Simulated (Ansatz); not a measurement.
# SiC (Moissanite 6H) (P6_3mc) in Ansatz: further runs

One crystal, SiC (Moissanite 6H), is run at these levels: BLYP+D4; tasks: single point, equation of state.

Everything below comes from runs of Ansatz 0.2.0. Logs are shortened: lines on timing, memory, paths and dates and some standing lists are left out, and cuts for length are marked.

## Step 1: The structure

Symmetry: P6_3mc, No. 186, hexagonal system. Conventional cell: a = 3.095 Å, b = 3.095 Å, c = 15.170 Å, α = 90.00°, β = 90.00°, γ = 120.00°. Si (site symmetry 3m) has 4 C at 1.90 Å as nearest neighbours. Around Si (site symmetry 3m) lie 4 C at 1.90 Å. Si (site symmetry 3m) has 4 C at 1.90 Å as nearest neighbours. C (site symmetry 3m) has 4 Si at 1.90 Å as nearest neighbours. C (site symmetry 3m) is surrounded by 4 Si at 1.90 Å. C (site symmetry 3m) is surrounded by 4 Si at 1.90 Å.

## Step 2: Single point, BLYP+D4, 9.86 Å³/atom (volume scaled by 0.94)

Contents of input.yaml:

```yaml
crystal:
  lattice:
    - [3.0318190065, 0.0, 0.0]
    - [-1.5159095032, 2.6256322793, 0.0]
    - [0.0, 0.0, 14.8603212692]
  atoms:
    - { symbol: Si, position: [0.6666666667, 0.3333333333, 0.4583] }
    - { symbol: Si, position: [0.3333333333, 0.6666666667, 0.9583] }
    - { symbol: Si, position: [0.6666666667, 0.3333333333, 0.7917] }
    - { symbol: Si, position: [0.3333333333, 0.6666666667, 0.2917] }
    - { symbol: Si, position: [0.0, 0.0, 0.625] }
    - { symbol: Si, position: [0.0, 0.0, 0.125] }
    - { symbol: C, position: [0.6666666667, 0.3333333333, 0.3333] }
    - { symbol: C, position: [0.3333333333, 0.6666666667, 0.8333] }
    - { symbol: C, position: [0.6666666667, 0.3333333333, 0.6667] }
    - { symbol: C, position: [0.3333333333, 0.6666666667, 0.1667] }
    - { symbol: C, position: [0.0, 0.0, 0.5] }
    - { symbol: C, position: [0.0, 0.0, 0.0] }
hamiltonian:
  xc: blyp
  pseudopotentials: { kind: paw }
  dispersion: d4
kpoints:
  mp_grid: { grid: [10, 10, 2] }
scf:
  occupations: { method: fermi_dirac, width: 0.05 }
output:
  forces: true
  stress: true
  eigenvalues: true
```

Potentials or basis: Ansatz PAW.

Started as:

```bash
> ansatz run input.yaml --threads 2 --pin off --max-ram 5120MiB --backend cpu --events-out ev --progress --plain --runs-dir out
```

Output:

```text
Warning: RAYON_NUM_THREADS=2 ignored (pool sized by the plan → 2); use --threads N
Engine: ansatz 0.2.0, aarch64-unknown-linux-gnu
Pseudopotentials: kind: paw
Pseudopotential: Si, paw, valence charge 4, recommended cutoff 420 eV (normal), Si.paw.azcp
Pseudopotential: C, paw, valence charge 4, recommended cutoff 420 eV (normal), C.paw.azcp
Functional definition: BLYP
  parameter beta = 0.0042
  parameter a = 0.04918
  parameter b = 0.132
  parameter c = 0.2533
  parameter d = 0.349
  exchange = b88_x(beta = beta)
  correlation = lyp_c(a = a, b = b, c = c, d = d)
Crystal: 12 atoms, lattice volume = 118.295 Å³
Basis set: ecut = 420 eV, 2293 PW (Γ), exchange–correlation on 48×48×200 points (8 copies of the dense FFT grid, shifted against one another)
Bands: 36, of which v1, the nominal top of the filled ones, is band 24 counted from 1 (23 counted from 0)
Symmetry: 12 space group operations
Space group: P63mc (ITA 186), of the structure as read, at distance tolerance 4.9e-5 Å
k-points: 28 of 200
Non-local potential: Si, projectors of the file, l = 0: 2, l = 1: 2, l = 2: 2
Non-local potential: C, projectors of the file, l = 0: 2, l = 1: 2, l = 2: 1
PAW form: soft (Blöchl's): semilocal exchange-correlation on the pseudo side does not see the compensation charge
PAW frozen core: Si, regenerated for the run's functional, and the local potential with it (the file was generated under x = pbe(κ = 0.804, μ = 0.2195149727645171), c = pbe(β = 0.06672455060314922))
PAW frozen core: C, regenerated for the run's functional, and the local potential with it (the file was generated under x = pbe(κ = 0.804, μ = 0.2195149727645171), c = pbe(β = 0.06672455060314922))
PAW one-centre angular grid: Si, 110 points (default); XC on 64 Gauss nodes
PAW one-centre angular grid: C, 110 points (default); XC on 64 Gauss nodes
Initial density: superposition of atomic densities (neutral atoms: chi_scale 0, normalization atom), corrected by the library's trained network
Initial wavefunctions: pseudopotential atomic-orbital guess
Functional: x = b88, c = lyp
SCF iter   1: F=—  HF=-5356.751243 eV  |F-HF|=—  |Δ(HF+E_count)|=         —  Δρ=1.56e-2  dr2=2.89e-1  ethr=1.77e-3  ⟨swp⟩=6.9  Hψ=5317  notcnv=0  defer=25
preconditioner: auto → none  [insulator: Δε(μ)=2.484 eV  Ē_g=12.496 eV  σ=0.050 eV  W_gap=1.00  n_scr=10 (ndim 8)  ℏωp=23.7 eV  f_vac=0.000  D(μ)=0.00/eV (n_scr^D=0)  ε∞_Penn≈4.6]
SCF iter   2: F=—  HF=-5356.655582 eV  |F-HF|=—  |Δ(HF+E_count)|=   9.57e-2  Δρ=3.18e-3  dr2=1.21e-2  ethr=6.02e-4  ⟨swp⟩=2.6  Hψ=1966  notcnv=0  defer=175
SCF iter   3: F=—  HF=-5356.651510 eV  |F-HF|=—  |Δ(HF+E_count)|=   4.07e-3  Δρ=7.19e-4  dr2=5.76e-4  ethr=2.53e-5  ⟨swp⟩=2.5  Hψ=1535  notcnv=0  defer=69
automatic band count: iteration 3 solves 32 bands in place of 36: the levels show a gap, and the empty bands left out lie too high to hold charge; the band table lists the bands solved (type scf.n_extra_bands for more)
SCF iter   4: F=—  HF=-5356.651413 eV  |F-HF|=—  |Δ(HF+E_count)|=   9.78e-5  Δρ=1.07e-4  dr2=3.17e-5  ethr=1.20e-6  ⟨swp⟩=2.0  Hψ=1336  notcnv=0  defer=69
SCF iter   5: F=—  HF=-5356.651426 eV  |F-HF|=—  |Δ(HF+E_count)|=   1.36e-5  Δρ=5.55e-5  dr2=1.47e-6  ethr=6.60e-8  ⟨swp⟩=2.1  Hψ=1338  notcnv=0  defer=69
SCF iter   6: F=-5356.651429 eV  HF=-5356.651429 eV  |F-HF|=2.11e-8  |Δ(HF+E_count)|=   2.79e-6  Δρ=7.75e-6  dr2=4.37e-8  ethr=2.08e-10  ⟨swp⟩=10.5  Hψ=4694  notcnv=0
SCF 1 converged in 6 iterations: F = -5356.651429 eV  dr2 = 4.37e-8
SCF converged after 6 iterations
Free energy (F): -5356.651429 eV
Harris-Foulkes:  -5356.651429 eV  (|F-HF|=2.11e-8)
Internal energy: -5356.651429 eV  (E = F + TS)
E sigma→0 (E₀):  -5356.651429 eV
Fermi energy:    11.702772 eV
--- Per-component energies (eV) ---
  E_band       = 218.710665
  E_kinetic    = 839.504787
  E_local      = -634.576398  (includes V_loc(G=0)·N_el)
  E_nonlocal   = 325.890484
  E_hartree    = 198.463921
  E_xc         = -626.926488
  E_vxc        = -646.790772  (∫ρ·V_xc dr)
  E_paw        = -3715.476590  (= ΣΔE_a)
  E_vpaw       = -62.244788  (= ΣTr[D̂ρ^β])
  E_aug_tail   = 0.000082  (compensation charges beyond the density's cutoff)
  E_ewald      = -1735.607807
  E_disp       = -8.020033  (pairwise vdW)
  E_core_change = 0.096613  (= ΣΔE_core)
  E_smearing   = -0.000000  (= −TS)
  E_closure    = 0.000000  (closes the sum)
  Σ components = -5356.651429   (vs F -5356.651429, Δ=0.00e0)
--- Forces (eV/Å), atoms counted from 1 ---
  atom   1  Si    -0.00000000     0.00000000     0.04977210
  atom   2  Si     0.00000000     0.00000000     0.04977210
  atom   3  Si     0.00000000    -0.00000000     0.02705717
  atom   4  Si    -0.00000000     0.00000000     0.02705717
  atom   5  Si     0.00000000    -0.00000000     0.04325921
  atom   6  Si    -0.00000000     0.00000000     0.04325921
  atom   7  C      0.00000000     0.00000000    -0.01573536
  atom   8  C     -0.00000000     0.00000000    -0.01573536
  atom   9  C     -0.00000000     0.00000000     0.04826139
  atom  10  C      0.00000000    -0.00000000     0.04826139
  atom  11  C      0.00000000    -0.00000000    -0.15261304
  atom  12  C     -0.00000000     0.00000000    -0.15261304
  max |Σ_I F_I| component: 2.94e-6 eV/Å
--- Stress (GPa, compression-positive) ---
        9.863230       0.000000      -0.000000
        0.000000       9.863230      -0.000000
       -0.000000      -0.000000      10.831877
  P = ⅓ Tr σ = 10.1861 GPa (101.861 kbar)
--- Band table (eV; the first three rows and the last of 28) ---
  k-point 0: bands = ["-5.1516", "-4.6184", "-4.5716", "-3.0352", "-3.0011", "-1.4558", "1.8529", "4.2691", "4.3054", "8.1421", "8.1636", "9.3883", "9.3883", "9.5746", "9.5746", "9.6903", "9.6903", "10.1525", "10.1525", "10.2466", "10.2466", "10.4969", "10.5420", "10.5420", "16.2653", "16.4378", "16.8592", "17.3793", "17.5914", "17.7870", "17.8499", "17.8499"]
  k-point 1: bands = ["-5.0117", "-5.0117", "-3.9173", "-3.9173", "-2.0242", "-2.0242", "2.6434", "2.6434", "6.2086", "6.2086", "9.4479", "9.4479", "9.4479", "9.4479", "9.7896", "9.7896", "9.9023", "9.9023", "9.9023", "9.9023", "10.4470", "10.4470", "10.4470", "10.4470", "16.3330", "16.3330", "17.0922", "17.0922", "17.8970", "17.8970", "17.9437", "17.9437"]
  k-point 2: bands = ["-4.9730", "-4.4425", "-4.3951", "-2.8683", "-2.8337", "-1.3063", "2.0163", "4.3835", "4.4194", "8.0475", "8.0844", "8.4604", "8.7721", "8.8714", "9.0581", "9.3154", "9.3994", "9.5454", "9.6368", "9.9456", "10.0163", "10.0885", "10.3887", "10.4713", "16.4534", "16.7161", "16.8480", "17.3634", "17.5345", "17.6827", "17.9706", "18.0324"]
  k-point 27: bands = ["-0.9146", "-0.9146", "-0.4101", "-0.4101", "-0.0680", "-0.0680", "2.9677", "2.9677", "3.3030", "3.3030", "3.6886", "3.6886", "4.7811", "4.7811", "5.4526", "5.4526", "5.9293", "5.9293", "7.1762", "7.1762", "8.1129", "8.1129", "8.3576", "8.3576", "14.5476", "14.5476", "15.1707", "15.1707", "16.6734", "16.6734", "18.1312", "18.1312"]
```

Wall time 4.5 s (2 threads of Arm Neoverse V2, shared host); peak memory 0.37 GiB.

Results:

```
Free energy            : -5356.6514 eV
Pressure               : 10.2 GPa
Largest force          : 0.153 eV/Å
Band gap on the k mesh : 2.32 eV, indirect (least direct gap 3.42 eV)
```

Caveat: the pressure holds a Pulay correction of +0.4 GPa for the finite cutoff; the PAW data sets come from PBE, with cores solved anew for the run's functional, which leaves a small shift of forces and pressure.

## Step 3: Single point, BLYP+D4, 10.07 Å³/atom (volume scaled by 0.96)

Changes to input.yaml since step 2:

```diff
@@ -2,5 +2,5 @@
   lattice:
-    - [3.0318190065, 0.0, 0.0]
-    - [-1.5159095032, 2.6256322793, 0.0]
-    - [0.0, 0.0, 14.8603212692]
+    - [3.053170548, 0.0, 0.0]
+    - [-1.526585274, 2.6441232567, 0.0]
+    - [0.0, 0.0, 14.964974867]
   atoms:
```

Potentials or basis: Ansatz PAW.

Started as:

```bash
> ansatz run input.yaml --threads 2 --pin off --max-ram 5120MiB --backend cpu --events-out ev --progress --plain --runs-dir out
```

It took 4.7 s on 2 threads of Arm Neoverse V2, shared host; peak memory 0.38 GiB.

It converged, with:

* Free energy: -5356.7705 eV
* Pressure: 5.1 GPa
* Largest force: 0.149 eV/Å
* Band gap on the k mesh: 2.32 eV, indirect (least direct gap 3.41 eV)

Caveat: the pressure holds a Pulay correction of +0.4 GPa for the finite cutoff; the PAW data sets come from PBE, with cores solved anew for the run's functional, which leaves a small shift of forces and pressure.

## Step 4: Single point, BLYP+D4, 10.28 Å³/atom (volume scaled by 0.98)

Changes to input.yaml since step 3:

```diff
@@ -2,5 +2,5 @@
   lattice:
-    - [3.053170548, 0.0, 0.0]
-    - [-1.526585274, 2.6441232567, 0.0]
-    - [0.0, 0.0, 14.964974867]
+    - [3.074227562, 0.0, 0.0]
+    - [-1.537113781, 2.6623591657, 0.0]
+    - [0.0, 0.0, 15.0681848517]
   atoms:
```

Started as:

```bash
> ansatz run input.yaml --threads 2 --pin off --max-ram 5120MiB --backend cpu --events-out ev --progress --plain --runs-dir out
```

Wall time 4.8 s (2 threads of Arm Neoverse V2, shared host); peak memory 0.38 GiB.

It converged, with:

```
Free energy            : -5356.8132 eV
Pressure               : 0.5 GPa
Largest force          : 0.145 eV/Å
Band gap on the k mesh : 2.33 eV, indirect (least direct gap 3.41 eV)
```

Caveat: the pressure holds a Pulay correction of +0.4 GPa for the finite cutoff; the PAW data sets come from PBE, with cores solved anew for the run's functional, which leaves a small shift of forces and pressure.

## Step 5: Single point, BLYP+D4, 10.49 Å³/atom

Changes to input.yaml since step 4:

```diff
@@ -2,5 +2,5 @@
   lattice:
-    - [3.074227562, 0.0, 0.0]
-    - [-1.537113781, 2.6623591657, 0.0]
-    - [0.0, 0.0, 15.0681848517]
+    - [3.095, 0.0, 0.0]
+    - [-1.5475, 2.6803486247, 0.0]
+    - [0.0, 0.0, 15.17]
   atoms:
```

Started as:

```bash
> ansatz run input.yaml --threads 2 --pin off --max-ram 5120MiB --backend cpu --events-out ev --progress --plain --runs-dir out
```

It took 4.8 s on 2 threads of Arm Neoverse V2, shared host; peak memory 0.38 GiB.

The run converged. Its results:

| Item | Value |
| --- | --- |
| Free energy | -5356.7875 eV |
| Pressure | -3.7 GPa |
| Largest force | 0.142 eV/Å |
| Band gap on the k mesh | 2.33 eV, indirect (least direct gap 3.41 eV) |

Caveat: the pressure holds a Pulay correction of +0.4 GPa for the finite cutoff; the PAW data sets come from PBE, with cores solved anew for the run's functional, which leaves a small shift of forces and pressure.

## Step 6: Single point, BLYP+D4, 10.70 Å³/atom (volume scaled by 1.02)

Changes to input.yaml since step 5:

```diff
@@ -2,5 +2,5 @@
   lattice:
-    - [3.095, 0.0, 0.0]
-    - [-1.5475, 2.6803486247, 0.0]
-    - [0.0, 0.0, 15.17]
+    - [3.1154972861, 0.0, 0.0]
+    - [-1.557748643, 2.6980997952, 0.0]
+    - [0.0, 0.0, 15.270466504]
   atoms:
@@ -30 +30,5 @@
   eigenvalues: true
+  write_density: true
+  write_potential: true
+  elf: true
+  volumetric_format: npy
```

Potentials or basis: Ansatz PAW.

Started as:

```bash
> ansatz run input.yaml --threads 2 --pin off --max-ram 5120MiB --backend cpu --events-out ev --progress --plain --runs-dir out
```

Run time: 6.6 s. Hardware: 2 threads of Arm Neoverse V2, shared host; peak memory 0.4 GiB.

The run converged. Its results:

```yaml
Free_energy: -5356.6996 eV
Pressure: -7.4 GPa
Largest_force: 0.139 eV/Å
Band_gap_on_the_k_mesh: 2.33 eV, indirect (least direct gap 3.40 eV)
```

Caveat: the pressure holds a Pulay correction of +0.4 GPa for the finite cutoff; the PAW data sets come from PBE, with cores solved anew for the run's functional, which leaves a small shift of forces and pressure.

## Step 7: Single point, BLYP+D4, 10.91 Å³/atom (volume scaled by 1.04)

Changes to input.yaml since step 6:

```diff
@@ -2,5 +2,5 @@
   lattice:
-    - [3.1154972861, 0.0, 0.0]
-    - [-1.557748643, 2.6980997952, 0.0]
-    - [0.0, 0.0, 15.270466504]
+    - [3.1357283548, 0.0, 0.0]
+    - [-1.5678641774, 2.7156204146, 0.0]
+    - [0.0, 0.0, 15.369628156]
   atoms:
```

Started as:

```bash
> ansatz run input.yaml --threads 2 --pin off --max-ram 5120MiB --backend cpu --events-out ev --progress --plain --runs-dir out
```

Wall time 6.8 s (2 threads of Arm Neoverse V2, shared host); peak memory 0.4 GiB.

The run converged. Its results:

```yaml
Free_energy: -5356.5562 eV
Pressure: -10.8 GPa
Largest_force: 0.136 eV/Å
Band_gap_on_the_k_mesh: 2.33 eV, indirect (least direct gap 3.40 eV)
```

Caveat: the pressure holds a Pulay correction of +0.3 GPa for the finite cutoff; the PAW data sets come from PBE, with cores solved anew for the run's functional, which leaves a small shift of forces and pressure.

## Step 8: Single point, BLYP+D4, 11.12 Å³/atom (volume scaled by 1.06)

Changes to input.yaml since step 7:

```diff
@@ -2,5 +2,5 @@
   lattice:
-    - [3.1357283548, 0.0, 0.0]
-    - [-1.5678641774, 2.7156204146, 0.0]
-    - [0.0, 0.0, 15.369628156]
+    - [3.1557016854, 0.0, 0.0]
+    - [-1.5778508427, 2.7329178263, 0.0]
+    - [0.0, 0.0, 15.4675265161]
   atoms:
```

Started as:

```bash
> ansatz run input.yaml --threads 2 --pin off --max-ram 5120MiB --backend cpu --events-out ev --progress --plain --runs-dir out
```

Wall time 6.9 s (2 threads of Arm Neoverse V2, shared host); peak memory 0.4 GiB.

Results (log left out):

| Property | Result |
| --- | --- |
| Free energy | -5356.3626 eV |
| Pressure | -13.8 GPa |
| Largest force | 0.133 eV/Å |
| Band gap on the k mesh | 2.33 eV, indirect (least direct gap 3.39 eV) |

Caveat: the pressure holds a Pulay correction of +0.3 GPa for the finite cutoff; the PAW data sets come from PBE, with cores solved anew for the run's functional, which leaves a small shift of forces and pressure.

## Step 9: Equation of state, BLYP+D4

Potentials or basis: Ansatz PAW.

This step only gathers the single runs of the series.

Results:

- Equilibrium volume: 10.30 Å³/atom
- Bulk modulus at fixed shape and positions: 212 GPa
- Pressure derivative of the bulk modulus: 4.2

Energy against volume, from the lowest point:
```csv
volume (Å³/atom),energy (meV/atom)
9.858,13.48
10.068,3.56
10.277,0.00
10.487,2.14
10.697,9.47
10.907,21.42
11.116,37.55
```

Caveat: the potentials were made for another functional, which shifts forces and pressure; the cell was scaled at fixed shape and fractional positions, which overstates the stiffness of a crystal with free parameters, most of all of layers and chains.
